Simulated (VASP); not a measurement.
Crystal: TiO2 (Anatase).

```xyz
6
Lattice="-1.8921 1.8921 4.7573 1.8921 -1.8921 4.7573 1.8921 1.8921 -4.7573" Properties=species:S:1:pos:R:3 pbc="T T T"
Ti    0.0000    0.0000    0.0000
Ti    0.0000    1.8921    2.3786
O     0.0000    0.0000    1.9800
O     0.0000    1.8921    4.3586
O     0.0000    1.8921    0.3987
O     0.0000    0.0000    7.5346
```

Base run:

```yaml
Program: VASP 6.6.1
Functional: PBE
Potentials_or_basis: VASP PAW PBE potentials, release 64 (Ti_sv, O)
Cutoff: 520 eV
k_mesh: 10 × 10 × 10
Occupations: gaussian, width 0.03 eV
Spin: no spin polarisation
```

Its results: band gap on the k mesh 2.11 eV, indirect (least direct gap 2.44 eV).

Task: The run is repeated on the same cell with these changes: functional from PBE to TB-mBJ. What comes out?

Result: Band gap on the k mesh 3.14 eV, indirect (least direct gap 3.49 eV).

Not every run made on this cell is shown here.
